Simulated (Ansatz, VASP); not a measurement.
This is a calculation of Pt for VASP 6.6.1.

INCAR

```
PREC = Accurate
ENCUT = 600
EDIFF = 1E-6
ISMEAR = -1
SIGMA = 0.05
LREAL = F
LASPH = T
NELM = 80
ALGO = Normal
ISIF = 3
LWAVE = F
LCHARG = F
GGA = RP
IBRION = 2
NSW = 80
EDIFFG = -0.02
```

The input KPOINTS:

```
Automatic mesh
0
Gamma
  12 12 12
```

The input POSCAR:

```
Pt
1.0
    0.0000000000      1.9609000000      1.9609000000
    1.9609000000      0.0000000000      1.9609000000
    1.9609000000      1.9609000000      0.0000000000
Pt
1
Direct
    0.0000000000      0.0000000000      0.0000000000
```

Potentials or basis: VASP PAW PBE potentials, release 64 (Pt).

Command:

```bash
$ cat potpaw_PBE.64/Pt/POTCAR > POTCAR
$ mpirun -np 1 vasp_std > vasp.out
```

Task: Set up the same calculation for Ansatz 0.2.0. Potentials there: all-electron LAPW, scalar-relativistic.

Result: As run (the cutoff follows the program's own potentials):

Contents of input.yaml:

```yaml
crystal:
  lattice:
    - [0.0, 1.9609, 1.9609]
    - [1.9609, 0.0, 1.9609]
    - [1.9609, 1.9609, 0.0]
  atoms:
    - { symbol: Pt, position: [0.0, 0.0, 0.0] }
kpoints:
  mp_grid: { grid: [12, 12, 12] }
scf:
  occupations: { method: fermi_dirac, width: 0.05 }
hamiltonian:
  xc: rpbe
  pseudopotentials: { kind: all_electron, lapw: { basis_error: 0.001 } }
output:
  forces: true
  stress: true
relax:
  f_tol: 0.02
  max_steps: 60
  cell: {}
```

Potentials or basis: all-electron LAPW, scalar-relativistic.

Launch:

```bash
$ ansatz run input.yaml --threads 1 --pin off --max-ram 3072MiB --backend cpu --events-out ev --progress --plain --runs-dir out
```

Both were run:

|  | VASP | Ansatz | Ansatz less VASP |
| --- | --- | --- | --- |
| relaxed volume (Å³/atom) | 15.90 | 15.92 | +0.024 |
| relaxed cell length with the largest relative difference (Å) | 2.822 | 2.824 | +0.0014 |
| energy change over the relaxation (meV/atom) | -34 | -36 | -2.2 |

Ansatz ran all-electron here, so the differences hold the error of VASP's frozen core and of both bases.

Caveats: the PAW data sets were made with another functional, which shifts forces and pressure a little (VASP). The runs have no spin-orbit coupling, so splittings on Pt are missing. Zero-point motion and thermal expansion aren't in these numbers.
